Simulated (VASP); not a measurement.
# Si (Fd-3m) in VASP: further runs

The runs below take Si through band structure, optical spectrum, with r2SCAN.

All numbers are computed with VASP 6.6.1; they aren't measurements. Logs are shortened: lines on timing, memory, paths and dates and some standing lists are left out, and cuts for length are marked.

## (1) The structure

The structure is cubic, space group Fd-3m (No. 227). Conventional cell: a = 5.440 Å, b = 5.440 Å, c = 5.440 Å, α = 90.00°, β = 90.00°, γ = 90.00°. Around Si (site symmetry -43m) lie 4 Si at 2.36 Å.

## (2) Band structure, r2SCAN

The input, INCAR:

```
SYSTEM = Si
PREC = Accurate
ENCUT = 520
EDIFF = 1E-7
ISMEAR = 0
SIGMA = 0.02
LREAL = .False.
LASPH = .True.
NELM = 100
ALGO = Normal
ISIF = 2
LWAVE = .False.
LCHARG = .False.
METAGGA = R2SCAN
LMIXTAU = .True.
NBANDS = 11
```

The input, KPOINTS:

```
regular mesh
0
Gamma
  10 10 10
  0 0 0
```

The input, POSCAR:

```
Si                                      
1.0
    0.0000000000      2.7198432608      2.7198432608
    2.7198432608      0.0000000000      2.7198432608
    2.7198432608      2.7198432608      0.0000000000
  Si            
     2
Direct
     0.7500000000000000    0.7500000000000000    0.7500000000000000
     0.5000000000000000    0.5000000000000000    0.5000000000000000
```

The input, KPOINTS_OPT:

```
path GXWKGLUWLK,UX
20
line-mode
reciprocal
 0.0000000000  0.0000000000  0.0000000000  G
 0.5000000000  0.0000000000  0.5000000000  X

 0.5000000000  0.0000000000  0.5000000000  X
 0.5000000000  0.2500000000  0.7500000000  W

 0.5000000000  0.2500000000  0.7500000000  W
 0.3750000000  0.3750000000  0.7500000000  K

 0.3750000000  0.3750000000  0.7500000000  K
 0.0000000000  0.0000000000  0.0000000000  G

 0.0000000000  0.0000000000  0.0000000000  G
 0.5000000000  0.5000000000  0.5000000000  L

 0.5000000000  0.5000000000  0.5000000000  L
 0.6250000000  0.2500000000  0.6250000000  U

 0.6250000000  0.2500000000  0.6250000000  U
 0.5000000000  0.2500000000  0.7500000000  W

 0.5000000000  0.2500000000  0.7500000000  W
 0.5000000000  0.5000000000  0.5000000000  L

 0.5000000000  0.5000000000  0.5000000000  L
 0.3750000000  0.3750000000  0.7500000000  K

 0.6250000000  0.2500000000  0.6250000000  U
 0.5000000000  0.0000000000  0.5000000000  X
```

Potentials or basis: VASP PAW PBE potentials, release 64 (Si).

Command:

```
$ cat potpaw_PBE.64/Si/POTCAR > POTCAR
$ mpirun -np 1 vasp_std > vasp.out
```

OUTCAR:

```text
SYSTEM = Si
   PREC = Accurate
   ENCUT = 520
   EDIFF = 1E-7
   ISMEAR = 0
   LREAL = .False.
   LASPH = .True.
   NELM = 100
   ISIF = 2
   METAGGA = R2SCAN

 ion  position               nearest neighbor table
   1  0.750  0.750  0.750-   2 2.36   2 2.36   2 2.36   2 2.36
   2  0.500  0.500  0.500-   1 2.36   1 2.36   1 2.36   1 2.36

  LATTYP: Found a face centered cubic cell.
 ALAT       =     5.4396865216

  Lattice vectors:

 A1 = (   0.0000000000,   2.7198432608,   2.7198432608)
 A2 = (   2.7198432608,   0.0000000000,   2.7198432608)
 A3 = (   2.7198432608,   2.7198432608,   0.0000000000)

Analysis of symmetry for initial positions (statically):
=====================================================================
 Subroutine PRICEL returns:
 Original cell was already a primitive cell.

 Routine SETGRP: Setting up the symmetry group for a
 face centered cubic supercell.

 Subroutine GETGRP returns: Found 48 space group operations
 (whereof 24 operations were pure point group operations)
 out of a pool of 48 trial point group operations.

The static configuration has the point symmetry T_d .
 The point group associated with its full space group is O_h .

Analysis of symmetry for dynamics (positions and initial velocities):
=====================================================================
 Subroutine PRICEL returns:
 Original cell was already a primitive cell.

 Routine SETGRP: Setting up the symmetry group for a
 face centered cubic supercell.

 Subroutine GETGRP returns: Found 48 space group operations
 (whereof 24 operations were pure point group operations)
 out of a pool of 48 trial point group operations.

The dynamic configuration has the point symmetry T_d .
 The point group associated with its full space group is O_h .

 Subroutine INISYM returns: Found 48 space group operations
 (whereof 24 operations are pure point group operations),
 and found     1 'primitive' translations

----------------------------------------------------------------------------------------

                                     Primitive cell

  volume of cell :      40.2403

  direct lattice vectors                    reciprocal lattice vectors
     0.000000000  2.719843261  2.719843261    -0.183834123  0.183834123  0.183834123
     2.719843261  0.000000000  2.719843261     0.183834123 -0.183834123  0.183834123
     2.719843261  2.719843261  0.000000000     0.183834123  0.183834123 -0.183834123

  length of vectors
     3.846439227  3.846439227  3.846439227     0.318410041  0.318410041  0.318410041

  position of ions in fractional coordinates (direct lattice)
     0.750000000  0.750000000  0.750000000
     0.500000000  0.500000000  0.500000000

  ion indices of the primitive-cell ions
   primitive index   ion index
                 1           1
                 2           2

----------------------------------------------------------------------------------------

 KPOINTS: regular mesh

Automatic generation of k-mesh.
 Grid dimensions read from file:
 generate k-points for:   10   10   10

 Generating k-lattice:

  Cartesian coordinates                     Fractional coordinates (reciprocal lattice)
    -0.018383412  0.018383412  0.018383412     0.100000000  0.000000000  0.000000000
     0.018383412 -0.018383412  0.018383412     0.000000000  0.100000000  0.000000000
     0.018383412  0.018383412 -0.018383412     0.000000000  0.000000000  0.100000000

  Length of vectors
     0.031841004  0.031841004  0.031841004

  Shift w.r.t. Gamma in fractional coordinates (k-lattice)
     0.000000000  0.000000000  0.000000000

 Subroutine IBZKPT returns following result:
 ===========================================

 Found     47 irreducible k-points:

 Following reciprocal coordinates:
            Coordinates               Weight
  0.000000  0.000000  0.000000      1.000000
  0.100000  0.000000  0.000000      8.000000
  0.200000  0.000000  0.000000      8.000000
  0.300000  0.000000  0.000000      8.000000
  0.400000  0.000000  0.000000      8.000000
  0.500000  0.000000  0.000000      4.000000
[... 16 lines left out ...]
  0.300000  0.300000  0.000000      6.000000
  0.400000  0.300000  0.000000     24.000000
 [... further k-points ...]
   k-points           NKPTS =     47   k-points in BZ     NKDIM =     47   number of bands    NBANDS=     11
   number of dos      NEDOS =    301   number of ions     NIONS =      2
   total plane-waves  NPLWV =  27000
   dimension x,y,z NGX =    30 NGY =   30 NGZ =   30
   dimension x,y,z NGXF=    60 NGYF=   60 NGZF=   60
   ions per type =               2
   NGX,Y,Z   is equivalent  to a cutoff of  12.97, 12.97, 12.97 a.u.
   NGXF,Y,Z  is equivalent  to a cutoff of  25.93, 25.93, 25.93 a.u.
 SYSTEM =  Si
   PREC   = accura    normal or accurate (medium, high low for compatibility)
   ISTART =      0    job   : 0-new  1-cont  2-samecut
   ICHARG =      2    charge: 1-file 2-atom 10-const
   ISPIN  =      1    spin polarized calculation?
   LNONCOLLINEAR =      F non collinear calculations
   LSORBIT =      F    spin-orbit coupling
   LASPH  =      T    aspherical Exc in radial PAW
   ENCUT  =  520.0 eV  38.22 Ry    6.18 a.u.   7.15  7.15  7.15*2*pi/ulx,y,z
   NELM   =    100;   NELMIN=  2; NELMDL= -5     # of ELM steps
   EDIFF  = 0.1E-06   stopping-criterion for ELM
   LREAL  =      F    real-space projection
   EDIFFG = 0.1E-05   stopping-criterion for IOM
   NSW    =      0    number of steps for IOM
   IBRION =     -1    ionic relax: 0-MD 1-quasi-New 2-CG
   NFREE  =      0    steps in history (QN), initial steepest desc. (CG)
   ISIF   =      2    stress and relaxation
   ISYM   =      2    0-nonsym 1-usesym 2-fastsym
   POTIM  = 0.5000    time-step for ionic-motion
   TEBEG  =    0.0;   TEEND  =   0.0 temperature during run
   PSTRESS=    0.0 pullay stress
   NELECT =       8.0000    total number of electrons
   NUPDOWN=      -1.0000    fix difference up-down
   EMIN   =  10.00;   EMAX   =-10.00  energy-range for DOS
   EFERMI =   0.00;   METHOD = LEGACY
   ISMEAR =     0;   SIGMA  =   0.02  broadening in eV -4-tet -1-fermi 0-gaus
   EFERMI_NEDOS =   21; number of points for ismear=-14 and -15
   IALGO  =     38    algorithm
   IMIX   =      4    mixing-type and parameters
     AMIX     =   0.40;   BMIX     =  1.00
     AMIX_MAG =   1.60;   BMIX_MAG =  1.00
  volume/ion in A,a.u.               =      20.12       135.78
  Fermi-wavevector in a.u.,A,eV,Ry     =   0.955471  1.805579 12.421103  0.912925
  Thomas-Fermi vector in A             =   2.084312
   LORBIT       =      0    0 simple, 1 ext, 2 COOP (PROOUT), +10 PAW based schemes
   METAGGA = R2SCAN    functional components
   LHFCALC =     F    Hartree Fock is set to
   AEXX    =    0.0000 exact exchange contribution
   IVDW    =     0    specifies the selected vdW correction
   LEPSILON=     F    determine dielectric tensor
   LRPA    =     F    only Hartree local field effects (RPA)
 non-spin polarized calculation
 Gauss-broadening in eV      SIGMA  =   0.02
  energy-cutoff  :      520.00
  volume of cell :       40.24
 maximum number of plane-waves:      1106
 NGX is ok and might be reduce to    30
   NGX = 15   NGY = 15   NGZ = 15

 number of electron       8.0000001 magnetization

 Free energy of the ion-electron system (eV)
  ---------------------------------------------------
  ext. energy  EPLUGINS =         0.00000000
  ---------------------------------------------------
  free energy    TOTEN  =       -17.54990870 eV

  energy without entropy =      -17.54990870  energy(sigma->0) =      -17.54990870

 E-fermi :   5.8200     XC(G=0):  -9.8354

 val. band max:        5.6874024066   @ k =   0.0000   0.0000   0.0000
 cond. band min:       6.4762692011   @ k =   0.4000   0.4000   0.0000
 fundamental gap:      0.7888667944
 Fermi energy:         5.8199813994

 k-point     1 :       0.0000    0.0000    0.0000
  band No.  band energies     occupation
      1      -6.8036      2.00000
      2       5.6874      2.00000
      3       5.6874      2.00000
      4       5.6874      2.00000
      5       8.4436      0.00000
      6       8.4436      0.00000
      7       8.4436      0.00000
      8       9.6153      0.00000
      9      13.8117      0.00000
     10      13.8117      0.00000
     11      14.3682      0.00000

 k-point     2 :       0.1000    0.0000    0.0000
  band No.  band energies     occupation
      1      -6.6664      2.00000
      2       4.5220      2.00000
      3       5.4790      2.00000
      4       5.4790      2.00000
      5       8.5299      0.00000
      6       8.7515      0.00000
      7       8.7515      0.00000
      8      10.4978      0.00000
      9      13.4600      0.00000
     10      13.4600      0.00000
     11      14.9073      0.00000

 k-point     3 :       0.2000    0.0000    0.0000
  band No.  band energies     occupation
      1      -6.2613      2.00000
      2       2.5859      2.00000
      3       5.0769      2.00000
      4       5.0769      2.00000
      5       8.2235      0.00000
      6       9.2899      0.00000
      7       9.2899      0.00000
      8      12.3051      0.00000
      9      13.1531      0.00000
     10      13.1531      0.00000
     11      15.5458      0.00000
[... 267 lines left out ...]
 k-point    23 :       0.3000    0.3000    0.0000
  band No.  band energies     occupation
      1      -5.1789      2.00000
      2       1.1260      2.00000
      3       3.3453      2.00000
      4       3.3453      2.00000
      5       6.7556      0.00000
      6       8.3919      0.00000
      7      12.7830      0.00000
      8      12.7830      0.00000
      9      15.5417      0.00000
     10      15.6535      0.00000
     11      18.9829      0.00000

 k-point    24 :       0.4000    0.3000    0.0000
  band No.  band energies     occupation
      1      -4.5361      2.00000
      2       0.0657      2.00000
      3       2.7080      2.00000
      4       3.1289      2.00000
      5       6.9528      0.00000
      6       8.2085      0.00000
      7      13.1353      0.00000
      8      13.2225      0.00000
      9      16.7395      0.00000
     10      17.2529      0.00000
     11      18.6322      0.00000

 [... further k-points ...]

------------------------ aborting loop because EDIFF is reached ----------------------------------------

  FORCE on cell =-STRESS in cart. coord.  units (eV):
  Direction    XX          YY          ZZ          XY          YZ          ZX
  --------------------------------------------------------------------------------------
  -------------------------------------------------------------------------------------
  Total        0.0021693      0.0021693      0.0021693      0.0000000      0.0000000      0.0000000
  in kB        0.0863706      0.0863706      0.0863706      0.0000000      0.0000000      0.0000000
  external PRESSURE =       0.0863706 kB  Pullay stress =       0.0000000 kB

 VOLUME and BASIS-vectors are now :
 -----------------------------------------------------------------------------
  energy-cutoff  :      520.00
  volume of cell :       40.24
      direct lattice vectors                 reciprocal lattice vectors
     0.000000000  2.719843261  2.719843261    -0.183834123  0.183834123  0.183834123
     2.719843261  0.000000000  2.719843261     0.183834123 -0.183834123  0.183834123
     2.719843261  2.719843261  0.000000000     0.183834123  0.183834123 -0.183834123

 POSITION                                       TOTAL-FORCE (eV/Angst)
 -----------------------------------------------------------------------------------
      4.07976      4.07976      4.07976        -0.000000     -0.000000     -0.000000
      2.71984      2.71984      2.71984         0.000000      0.000000      0.000000
 -----------------------------------------------------------------------------------
    total drift:                                0.000000     -0.000000     -0.000000

  FREE ENERGIE OF THE ION-ELECTRON SYSTEM (eV)
  ---------------------------------------------------
  free  energy   TOTEN  =       -17.5499086982 eV

  energy  without entropy=      -17.5499086982  energy(sigma->0) =      -17.54990870
```

Wall time 3.9 min (1 thread of AMD EPYC 9R14 (Zen 4), shared host); peak memory 0.14 GiB.

Results:

- Free energy: -17.5499 eV
- Pressure: 0.0 GPa
- Band gap on the k mesh: 0.79 eV, indirect (least direct gap 2.76 eV)
- Band gap along the path: 0.78 eV, indirect (least direct gap 2.76 eV)

Levels at the corners of the path, in eV from the valence-band top:
```csv
point,band 2,band 3,band 4,band 5,band 6,band 7
Γ,0.00,0.00,0.00,2.76,2.76,2.76
X,-8.14,-3.00,-3.00,0.93,0.93,10.84
X,-8.14,-3.00,-3.00,0.93,0.93,10.84
W,-7.97,-4.00,-4.00,4.60,4.60,5.41
W,-7.97,-4.00,-4.00,4.60,4.60,5.41
K,-7.52,-4.47,-2.55,1.44,4.47,7.97
K,-7.52,-4.47,-2.55,1.44,4.47,7.97
Γ,0.00,0.00,0.00,2.76,2.76,2.76
Γ,0.00,0.00,0.00,2.76,2.76,2.76
L,-7.24,-1.27,-1.27,1.87,3.59,3.59
L,-7.24,-1.27,-1.27,1.87,3.59,3.59
U,-7.52,-4.47,-2.55,1.44,4.47,7.97
U,-7.52,-4.47,-2.55,1.44,4.47,7.97
W,-7.97,-4.00,-4.00,4.60,4.60,5.41
W,-7.97,-4.00,-4.00,4.60,4.60,5.41
L,-7.24,-1.27,-1.27,1.87,3.59,3.59
L,-7.24,-1.27,-1.27,1.87,3.59,3.59
K,-7.52,-4.47,-2.55,1.44,4.47,7.97
U,-7.52,-4.47,-2.55,1.44,4.47,7.97
X,-8.14,-3.00,-3.00,0.93,0.93,10.84
```

Caveat: the PAW data sets were made with another functional, which shifts forces and pressure a little.

## (3) Optical spectrum, r2SCAN

The input, INCAR:

```
PREC = Accurate
ENCUT = 520
EDIFF = 1E-7
ISMEAR = 0
SIGMA = 0.02
LREAL = F
LASPH = T
NELM = 100
ALGO = Normal
ISIF = 2
LWAVE = F
LCHARG = F
METAGGA = R2SCAN
LMIXTAU = T
LOPTICS = T
NBANDS = 36
NEDOS = 2000
CSHIFT = 0.1
```

The input, KPOINTS:

```
Automatic mesh
0
Gamma
  16 16 16
```

POSCAR is that of step 2.

Potentials or basis: VASP PAW PBE potentials, release 64 (Si).

Command:

```
$ cat potpaw_PBE.64/Si/POTCAR > POTCAR
$ mpirun -np 1 vasp_std > vasp.out
```

OUTCAR:

```text
PREC = Accurate
   ENCUT = 520
   EDIFF = 1E-7
   ISMEAR = 0
   LREAL = F
   LASPH = T
   NELM = 100
   ISIF = 2
   METAGGA = R2SCAN

 ion  position               nearest neighbor table
   1  0.750  0.750  0.750-   2 2.36   2 2.36   2 2.36   2 2.36
   2  0.500  0.500  0.500-   1 2.36   1 2.36   1 2.36   1 2.36

  LATTYP: Found a face centered cubic cell.
 ALAT       =     5.4396865216

[... 800 lines left out ...]
     2.74047    22.68501    22.68501    22.68501     0.00000     0.00000    -0.00000
     3.42559    22.86651    22.86651    22.86651    -0.00000     0.00000    -0.00000
[... 92 lines left out ...]
    67.14163     0.93972     0.93972     0.93972    -0.00000    -0.00000     0.00000
    67.82674     0.94098     0.94098     0.94098    -0.00000    -0.00000     0.00000

  frequency dependent IMAGINARY DIELECTRIC FUNCTION (independent particle, no local field effects) current-current
     E(ev)      X         Y         Z        XY        YZ        ZX
  --------------------------------------------------------------------------------------------------------------
     0.00000    63.62787    63.62787    63.62787    -0.00000     0.00000    -0.00000
     0.68512     3.36097     3.36097     3.36097    -0.00000     0.00000    -0.00000
     1.37024     2.01350     2.01350     2.01350    -0.00000     0.00000     0.00000
     2.05536     1.95937     1.95937     1.95937    -0.00000     0.00000     0.00000
     2.74047     4.29719     4.29719     4.29719    -0.00000     0.00000     0.00000
     3.42559    18.18221    18.18221    18.18221     0.00000     0.00000     0.00000
[... 92 lines left out ...]
    67.14163     0.00001     0.00001     0.00001    -0.00000     0.00000    -0.00000
    67.82674     0.00001     0.00001     0.00001    -0.00000     0.00000    -0.00000

  frequency dependent      REAL DIELECTRIC FUNCTION (independent particle, no local field effects) current-current
     E(ev)        X           Y           Z          XY          YZ          ZX
  --------------------------------------------------------------------------------------------------------------
     0.00000    11.87236    11.87236    11.87236    -0.00000     0.00000    -0.00000
     0.68512    12.17285    12.17285    12.17285    -0.00000     0.00000    -0.00000
     1.37024    13.20887    13.20887    13.20887    -0.00000     0.00000    -0.00000
     2.05536    15.59511    15.59511    15.59511    -0.00000     0.00000     0.00000
     2.74047    22.47665    22.47665    22.47665    -0.00000     0.00000     0.00000
     3.42559    21.87100    21.87100    21.87100    -0.00000    -0.00000    -0.00000
[... 92 lines left out ...]
    67.14163     0.93974     0.93974     0.93974     0.00000    -0.00000     0.00000
    67.82674     0.94100     0.94100     0.94100     0.00000    -0.00000     0.00000
```

stdout:

```text
POSCAR found type information on POSCAR Si
 POSCAR found :  1 types and       2 ions
 scaLAPACK will be used
 -----------------------------------------------------------------------------
|                                                                             |
|                                                                             |
|     You enforced a specific xc type in the INCAR file but a different       |
|     I HOPE YOU KNOW WHAT YOU ARE DOING!                                     |
|                                                                             |
 -----------------------------------------------------------------------------

 LDA part: xc-table for (None), standard interpolation
 POSCAR, INCAR and KPOINTS ok, starting setup
 FFT: planning ... GRIDC
 FFT: planning ... GRID_SOFT
 FFT: planning ... GRID
 WAVECAR not read
 entering main loop
 optical routines
 imaginary and real dielectric function
 direction            1
 direction            2
 direction            3
```

It took 12 min on 1 thread of AMD EPYC 9R14 (Zen 4), shared host; peak memory 0.26 GiB.

What came out:

- Free energy: -17.5505 eV
- Pressure: 0.0 GPa
- Band gap on the k mesh: 0.79 eV, indirect (least direct gap 2.76 eV)

Dielectric function (mean over the directions given):
```
energy (eV)  real part  imaginary part
       0.27      11.95            0.03
       0.89      12.43            0.12
       1.58      13.77            0.29
       2.26      16.93            0.74
       2.95      26.32            7.21
       3.63      24.11           21.55
       4.32      -0.39           24.96
       5.00     -12.40           11.88
       5.69      -5.33           11.83
       6.37      -6.40            5.67
       6.99      -5.08            3.18
       7.67      -4.39            2.84
       8.36      -3.75            2.20
       9.04      -3.16            1.56
       9.73      -2.05            1.33
      10.41      -1.99            0.88
      11.10      -1.39            0.59
      11.78      -1.24            0.67
      12.47      -0.95            0.38
      13.15      -0.61            0.46
      13.77      -0.64            0.37
      14.46      -0.41            0.26
      15.14      -0.27            0.26
      15.83      -0.22            0.23
      16.51      -0.12            0.17
      17.20       0.00            0.16
      17.88       0.05            0.14
      18.57       0.13            0.08
      19.25       0.21            0.07
      19.94       0.27            0.07
```

Caveat: independent-particle spectra lack excitons; the PAW data sets were made with another functional, which shifts forces and pressure a little.
